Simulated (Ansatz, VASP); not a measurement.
**Pd: VASP beside Ansatz**

```
CELL_PARAMETERS angstrom
0.00000 1.94650 1.94650
1.94650 0.00000 1.94650
1.94650 1.94650 0.00000
ATOMIC_POSITIONS crystal
Pd 0.00000 0.00000 0.00000
```

Alike in both runs: task single point; functional PBEsol; k mesh 12 × 12 × 12; occupations fermi-dirac, width 0.1 eV; no spin polarisation.

|  | VASP | Ansatz |
| --- | --- | --- |
| version | VASP 6.6.1 | Ansatz 0.2.0 |
| potentials or method | VASP PAW PBE potentials, release 64 (Pd) | plane waves, PAW |
| plane-wave cutoff (eV) | 520 | 500 |
| valence electrons in the cell | 10 | 18 |

```csv
,VASP,Ansatz,Ansatz less VASP
pressure (GPa),-2.8,-2.6,+0.29
```

The two sets of potentials don't hold the same shells in valence.

Caveats: the PAW data sets were made with another functional, which shifts forces and pressure a little (VASP).
